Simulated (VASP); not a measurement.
# Ca8H15 (a cell with a defect) in VASP: further runs

One crystal, Ca8H15 (a cell with a defect), is run at these levels: PBEsol; tasks: single point.

Everything below comes from runs of VASP 6.6.1. Logs are shortened: lines on timing, memory, paths and dates and some standing lists are left out, and cuts for length are marked.

**1. The crystal as given**

The cell holds a defect, 23 atoms: a = 7.062 Å, b = 7.062 Å, c = 6.912 Å, α = 90.00°, β = 90.00°, γ = 117.70°.

**2. Single point, PBEsol**

Input file INCAR:

```
ALGO = Fast
EDIFF = 1E-6
ENCUT = 520
GGA = PS
ISIF = 2
ISMEAR = -1
LASPH = True
LCHARG = False
LREAL = Auto
LWAVE = False
NBANDS = 64
NELECT = 96.0
NELM = 80
PREC = Accurate
SIGMA = 0.05
```

Input file KPOINTS:

```
k-points
0
Gamma
  2 2 2
```

Input file POSCAR:

```
Ca8H15
1.0
   -6.0435000000     -3.6526200000      0.0000000000
    6.0435000000     -3.6526200000      0.0000000000
    0.0000000000      0.0000000000      6.9115200000
Ca H
8 15
Direct
    0.2560763008      0.4997099568      0.1107715814
    1.0042570333      0.2486518376      0.6050043985
   -0.0045743663      0.7471919942      0.3916504618
    0.7431577777      0.5174442011      0.8935226983
    0.7391046880      0.9790318825      0.1237499132
    0.5009661523      0.7695191432      0.5958023705
    0.5129145724      0.2503183947      0.3914623701
    0.2224979482     -0.0022724663      0.8939133505
    0.0334280044      0.2204719359      0.9374927657
    0.9210283182      0.8217480998      0.0709540014
    0.7760933918      0.5095590987      0.5796698845
    0.9035931228      0.8988938591      0.6491914948
    0.8026761855      0.3463346615      0.1495908281
    0.1157354202      0.6370393004      0.7661122300
    0.1216610667      0.1117330449      0.3296814594
    0.6881927422      0.0745748055      0.4103728268
    0.5436727817      0.7088254251      0.9189874297
    0.4512175816      0.3526985115      0.0757286386
    0.2622070576      0.9188629689      0.5724211172
    0.3421263003      0.3031091745      0.6860140751
    0.2615521598      0.8052437292      0.1423275922
    0.6266524206      0.1158556969      0.7684995486
    0.6668059020      0.6963252203      0.3436147186
```

Potentials or basis: VASP PAW PBE potentials, release 64 (Ca_sv, H).

Run with:

```bash
$ cat potpaw_PBE.64/Ca_sv/POTCAR potpaw_PBE.64/H/POTCAR > POTCAR
$ mpirun -np 1 vasp_std > vasp.out
```

OUTCAR:

```text
EDIFF = 1E-6
   ENCUT = 520
   GGA = PS
   ISIF = 2
   ISMEAR = -1
   LASPH = True
   LREAL = Auto
   NELECT = 96.0
   NELM = 80
   PREC = Accurate

 ion  position               nearest neighbor table
   1  0.256  0.500  0.111-
   2  0.004  0.249  0.605-
   3  0.995  0.747  0.392-
   4  0.743  0.517  0.894-
   5  0.739  0.979  0.124-
   6  0.501  0.770  0.596-
[... 15 lines left out ...]
  22  0.627  0.116  0.768-
  23  0.667  0.696  0.344-

  LATTYP: Found a base centered orthorhombic cell.
 ALAT       =     7.3052400000
 B/A-ratio  =     1.6545657638
 C/A-ratio  =     0.9461044401

  Lattice vectors:

 A1 = (  -6.0435000000,  -3.6526200000,   0.0000000000)
 A2 = (   6.0435000000,  -3.6526200000,   0.0000000000)
 A3 = (   0.0000000000,   0.0000000000,   6.9115200000)

Analysis of symmetry for initial positions (statically):
=====================================================================
 Subroutine PRICEL returns:
 Original cell was already a primitive cell.

 Routine SETGRP: Setting up the symmetry group for a
 base centered orthorhombic supercell.

 Subroutine GETGRP returns: Found  1 space group operations
 (whereof  1 operations were pure point group operations)
 out of a pool of  8 trial point group operations.

The static configuration has the point symmetry C_1 .

Analysis of symmetry for dynamics (positions and initial velocities):
=====================================================================
 Subroutine PRICEL returns:
 Original cell was already a primitive cell.

 Routine SETGRP: Setting up the symmetry group for a
 base centered orthorhombic supercell.

 Subroutine GETGRP returns: Found  1 space group operations
 (whereof  1 operations were pure point group operations)
 out of a pool of  8 trial point group operations.

The dynamic configuration has the point symmetry C_1 .

 Subroutine INISYM returns: Found  1 space group operations
 (whereof  1 operations are pure point group operations),
 and found     1 'primitive' translations

----------------------------------------------------------------------------------------

                                     Primitive cell

  volume of cell :     305.1382

  direct lattice vectors                    reciprocal lattice vectors
    -6.043500000 -3.652620000  0.000000000    -0.082733515 -0.136888042  0.000000000
     6.043500000 -3.652620000  0.000000000     0.082733515 -0.136888042  0.000000000
     0.000000000  0.000000000  6.911520000     0.000000000  0.000000000  0.144685974

  length of vectors
     7.061552599  7.061552599  6.911520000     0.159947399  0.159947399  0.144685974

  position of ions in fractional coordinates (direct lattice)
     0.256076301  0.499709957  0.110771581
     0.004257033  0.248651838  0.605004399
     0.995425634  0.747191994  0.391650462
     0.743157778  0.517444201  0.893522698
     0.739104688  0.979031883  0.123749913
     0.500966152  0.769519143  0.595802371
[... 15 lines left out ...]
     0.626652421  0.115855697  0.768499549
     0.666805902  0.696325220  0.343614719

  ion indices of the primitive-cell ions
   primitive index   ion index
                 1           1
                 2           2
                 3           3
                 4           4
                 5           5
                 6           6
[... 15 lines left out ...]
                22          22
                23          23

----------------------------------------------------------------------------------------

 KPOINTS: k-points

Automatic generation of k-mesh.
 Grid dimensions read from file:
 generate k-points for:    2    2    2

 Generating k-lattice:

  Cartesian coordinates                     Fractional coordinates (reciprocal lattice)
    -0.041366758 -0.068444021  0.000000000     0.500000000  0.000000000  0.000000000
     0.041366758 -0.068444021  0.000000000     0.000000000  0.500000000  0.000000000
     0.000000000  0.000000000  0.072342987     0.000000000  0.000000000  0.500000000

  Length of vectors
     0.079973700  0.079973700  0.072342987

  Shift w.r.t. Gamma in fractional coordinates (k-lattice)
     0.000000000  0.000000000  0.000000000

 Subroutine IBZKPT returns following result:
 ===========================================

 Found      8 irreducible k-points:

 Following reciprocal coordinates:
            Coordinates               Weight
  0.000000  0.000000  0.000000      1.000000
  0.500000  0.000000  0.000000      1.000000
  0.000000  0.500000  0.000000      1.000000
  0.500000  0.500000  0.000000      1.000000
  0.000000  0.000000  0.500000      1.000000
  0.500000  0.000000  0.500000      1.000000
  0.000000  0.500000  0.500000      1.000000
  0.500000  0.500000  0.500000      1.000000
   k-points           NKPTS =      8   k-points in BZ     NKDIM =      8   number of bands    NBANDS=     64
   number of dos      NEDOS =    301   number of ions     NIONS =     23
   total plane-waves  NPLWV = 157464
   dimension x,y,z NGX =    54 NGY =   54 NGZ =   54
   dimension x,y,z NGXF=   108 NGYF=  108 NGZF=  108
   ions per type =               8  15
   NGX,Y,Z   is equivalent  to a cutoff of  12.71, 12.71, 12.99 a.u.
   NGXF,Y,Z  is equivalent  to a cutoff of  25.43, 25.43, 25.98 a.u.
 SYSTEM =  unknown system
   PREC   = accura    normal or accurate (medium, high low for compatibility)
   ISTART =      0    job   : 0-new  1-cont  2-samecut
   ICHARG =      2    charge: 1-file 2-atom 10-const
   ISPIN  =      1    spin polarized calculation?
   LNONCOLLINEAR =      F non collinear calculations
   LSORBIT =      F    spin-orbit coupling
   LASPH  =      T    aspherical Exc in radial PAW
   ENCUT  =  520.0 eV  38.22 Ry    6.18 a.u.  13.13 13.13 12.85*2*pi/ulx,y,z
   NELM   =     80;   NELMIN=  2; NELMDL= -5     # of ELM steps
   EDIFF  = 0.1E-05   stopping-criterion for ELM
   LREAL  =      T    real-space projection
   EDIFFG = 0.1E-04   stopping-criterion for IOM
   NSW    =      0    number of steps for IOM
   IBRION =     -1    ionic relax: 0-MD 1-quasi-New 2-CG
   NFREE  =      0    steps in history (QN), initial steepest desc. (CG)
   ISIF   =      2    stress and relaxation
   ISYM   =      2    0-nonsym 1-usesym 2-fastsym
   POTIM  = 0.5000    time-step for ionic-motion
   TEBEG  =    0.0;   TEEND  =   0.0 temperature during run
   PSTRESS=    0.0 pullay stress
   NELECT =      96.0000    total number of electrons
   NUPDOWN=      -1.0000    fix difference up-down
   EMIN   =  10.00;   EMAX   =-10.00  energy-range for DOS
   EFERMI =   0.00;   METHOD = LEGACY
   ISMEAR =    -1;   SIGMA  =   0.05  broadening in eV -4-tet -1-fermi 0-gaus
   EFERMI_NEDOS =   21; number of points for ismear=-14 and -15
   IALGO  =     68    algorithm
   IMIX   =      4    mixing-type and parameters
     AMIX     =   0.40;   BMIX     =  1.00
     AMIX_MAG =   1.60;   BMIX_MAG =  1.00
  volume/ion in A,a.u.               =      13.27        89.53
  Fermi-wavevector in a.u.,A,eV,Ry     =   1.113439  2.104094 16.867770  1.239746
  Thomas-Fermi vector in A             =   2.250024
   LORBIT       =      0    0 simple, 1 ext, 2 COOP (PROOUT), +10 PAW based schemes
   GGA     = PS    functional components
   LHFCALC =     F    Hartree Fock is set to
   AEXX    =    0.0000 exact exchange contribution
   IVDW    =     0    specifies the selected vdW correction
   LEPSILON=     F    determine dielectric tensor
   LRPA    =     F    only Hartree local field effects (RPA)
 non-spin polarized calculation
 RMM-DIIS sequential band-by-band and
  energy-cutoff  :      520.00
  volume of cell :      305.14
 maximum number of plane-waves:      8252
 NGX is ok and might be reduce to    54
   NGX = 27   NGY = 27   NGZ = 25

 number of electron      96.0000002 magnetization

 Free energy of the ion-electron system (eV)
  ---------------------------------------------------
  ext. energy  EPLUGINS =         0.00000000
  ---------------------------------------------------
  free energy    TOTEN  =       -74.56944690 eV

  energy without entropy =      -74.55016369  energy(sigma->0) =      -74.55980529

 E-fermi :   3.0081     XC(G=0):  -9.0111

 val. band max:        2.9276490784   @ k =   0.0000   0.5000   0.5000
 cond. band min:       3.0583559385   @ k =   0.0000   0.0000   0.0000
 fundamental gap:      0.1307068601
 Fermi energy:         3.0080518512

 k-point     1 :       0.0000    0.0000    0.0000
  band No.  band energies     occupation
      1     -38.6392      2.00000
      2     -38.6237      2.00000
      3     -38.5996      2.00000
      4     -38.5519      2.00000
      5     -38.5213      2.00000
      6     -38.4770      2.00000
[... 52 lines left out ...]
     59       5.2851      0.00000
     60       5.3130      0.00000

 k-point     2 :       0.5000    0.0000    0.0000
  band No.  band energies     occupation
      1     -38.6346      2.00000
      2     -38.6281      2.00000
      3     -38.5993      2.00000
      4     -38.5518      2.00000
      5     -38.5206      2.00000
      6     -38.4779      2.00000
[... 52 lines left out ...]
     59       5.0257      0.00000
     60       5.0913      0.00000

 k-point     3 :       0.0000    0.5000    0.0000
  band No.  band energies     occupation
      1     -38.6347      2.00000
      2     -38.6280      2.00000
      3     -38.5993      2.00000
      4     -38.5519      2.00000
      5     -38.5207      2.00000
      6     -38.4778      2.00000
[... 52 lines left out ...]
     59       5.0119      0.00000
     60       5.0948      0.00000

 k-point     4 :       0.5000    0.5000    0.0000
  band No.  band energies     occupation
      1     -38.6383      2.00000
      2     -38.6240      2.00000
      3     -38.5994      2.00000
      4     -38.5524      2.00000
      5     -38.5215      2.00000
      6     -38.4770      2.00000
[... 52 lines left out ...]
     59       5.0765      0.00000
     60       5.2553      0.00000

 k-point     5 :       0.0000    0.0000    0.5000
  band No.  band energies     occupation
      1     -38.6387      2.00000
      2     -38.6237      2.00000
      3     -38.6001      2.00000
      4     -38.5515      2.00000
      5     -38.5216      2.00000
      6     -38.4770      2.00000
[... 52 lines left out ...]
     59       5.1573      0.00000
     60       5.4722      0.00000

 k-point     6 :       0.5000    0.0000    0.5000
  band No.  band energies     occupation
      1     -38.6346      2.00000
      2     -38.6276      2.00000
      3     -38.5999      2.00000
      4     -38.5514      2.00000
      5     -38.5209      2.00000
      6     -38.4779      2.00000
[... 52 lines left out ...]
     59       4.9303      0.00000
     60       4.9531      0.00000

 k-point     7 :       0.0000    0.5000    0.5000
  band No.  band energies     occupation
      1     -38.6346      2.00000
      2     -38.6275      2.00000
      3     -38.5998      2.00000
      4     -38.5515      2.00000
      5     -38.5211      2.00000
      6     -38.4778      2.00000
[... 52 lines left out ...]
     59       4.8516      0.00000
     60       4.9294      0.00000

 k-point     8 :       0.5000    0.5000    0.5000
  band No.  band energies     occupation
      1     -38.6380      2.00000
      2     -38.6240      2.00000
      3     -38.5997      2.00000
      4     -38.5519      2.00000
      5     -38.5220      2.00000
      6     -38.4770      2.00000
[... 52 lines left out ...]
     59       5.3287      0.00000
     60       5.4114      0.00000
 [bands above 60 left out]

------------------------ aborting loop because EDIFF is reached ----------------------------------------

  FORCE on cell =-STRESS in cart. coord.  units (eV):
  Direction    XX          YY          ZZ          XY          YZ          ZX
  --------------------------------------------------------------------------------------
  -------------------------------------------------------------------------------------
  Total        1.5570151     -0.1684536     -1.0933196     -0.6901346     -0.7090448     -0.9526531
  in kB        8.1753590     -0.8844927     -5.7406509     -3.6236631     -3.7229540     -5.0020586
  external PRESSURE =       0.5167385 kB  Pullay stress =       0.0000000 kB

 VOLUME and BASIS-vectors are now :
 -----------------------------------------------------------------------------
  energy-cutoff  :      520.00
  volume of cell :      305.14
      direct lattice vectors                 reciprocal lattice vectors
    -6.043500000 -3.652620000  0.000000000    -0.082733515 -0.136888042  0.000000000
     6.043500000 -3.652620000  0.000000000     0.082733515 -0.136888042  0.000000000
     0.000000000  0.000000000  6.911520000     0.000000000  0.000000000  0.144685974

 POSITION                                       TOTAL-FORCE (eV/Angst)
 -----------------------------------------------------------------------------------
      1.47240     -2.76060      0.76560         0.264174      0.613482     -0.245156
      1.47700     -0.92378      4.18150         0.370879      0.020873      0.014108
     -1.50020     -6.36512      2.70690        -0.277170     -0.317921     -0.190597
     -1.36410     -4.60450      6.17560        -0.135675      0.358070     -0.186152
      1.45000     -6.27570      0.85530         0.436430     -0.628706     -0.285371
      1.62300     -4.64060      4.11790         0.124413     -0.023612      0.258084
[... 15 lines left out ...]
     -3.08700     -2.71210      5.31150         0.055537     -0.019446      0.229184
      0.17840     -4.97900      2.37490         0.320887      0.325516     -0.300562
 -----------------------------------------------------------------------------------
    total drift:                               -0.000518     -0.000466     -0.000302

  FREE ENERGIE OF THE ION-ELECTRON SYSTEM (eV)
  ---------------------------------------------------
  free  energy   TOTEN  =       -74.5694468992 eV

  energy  without entropy=      -74.5501636867  energy(sigma->0) =      -74.55980529
```

Wall time 8.4 min (1 thread of Intel Xeon 6975P-C (Granite Rapids), shared host); peak memory 0.41 GiB.

Results:

| Item | Value |
| --- | --- |
| Free energy | -74.5694 eV |
| Largest force | 0.898 eV/Å |
| Band gap on the k mesh | 0.13 eV, indirect (least direct gap 0.33 eV) |

Forces in eV/Å, atoms in the order of the input:
```
Ca   0.264  0.613 -0.245
Ca   0.371  0.021  0.014
Ca  -0.277 -0.318 -0.191
Ca  -0.136  0.358 -0.186
Ca   0.436 -0.629 -0.285
Ca   0.124 -0.024  0.258
Ca   0.755  0.165  0.458
Ca   0.169 -0.274 -0.395
H   -0.294  0.234 -0.080
H   -0.549  0.104 -0.197
H   -0.228  0.613 -0.092
H    0.034  0.198  0.302
H    0.021 -0.168  0.150
H   -0.287  0.159  0.421
H    0.258 -0.074 -0.216
H   -0.303  0.131  0.207
H   -0.055  0.059 -0.030
H   -0.636  0.366  0.042
H   -0.227 -0.837 -0.041
H    0.012 -0.369  0.049
H    0.171 -0.635  0.127
H    0.056 -0.019  0.229
H    0.321  0.326 -0.301
```

Levels at points of the mesh, in eV from the valence-band top:
| k point | band 45 | band 46 | band 47 | band 48 | band 49 | band 50 | band 51 | band 52 |
| --- | --- | --- | --- | --- | --- | --- | --- | --- |
| (0.00, 0.00, 0.00) | -3.47 | -3.41 | -2.57 | -0.20 | 0.13 | 0.55 | 0.63 | 0.80 |
| (0.50, 0.00, 0.00) | -3.35 | -3.09 | -2.71 | -0.31 | 0.50 | 0.74 | 0.89 | 1.04 |
| (0.00, 0.50, 0.00) | -3.39 | -3.02 | -2.80 | -0.07 | 0.54 | 0.71 | 0.80 | 0.88 |
| (0.50, 0.50, 0.00) | -3.47 | -2.92 | -2.43 | -0.17 | 0.57 | 0.79 | 0.96 | 1.07 |
| (0.00, 0.00, 0.50) | -3.55 | -2.86 | -2.64 | -0.24 | 0.38 | 0.60 | 0.89 | 1.02 |
| (0.50, 0.00, 0.50) | -3.15 | -2.99 | -2.74 | -0.12 | 0.76 | 0.82 | 1.02 | 1.06 |
| (0.00, 0.50, 0.50) | -3.22 | -2.96 | -2.72 | 0.00 | 0.61 | 0.86 | 1.03 | 1.07 |
| (0.50, 0.50, 0.50) | -3.12 | -2.99 | -2.47 | -0.11 | 0.46 | 0.82 | 0.94 | 1.07 |

Caveat: the k mesh is coarse (spacing up to 0.50 Å⁻¹), so the values aren't converged; the cell carries a net charge on a neutralising background, which shifts energy and pressure; the cell is charged against a uniform background, so pressure and absolute levels hang on convention; the PAW data sets were made with another functional, which shifts forces and pressure a little.

(Continued in part 2 of 2.)
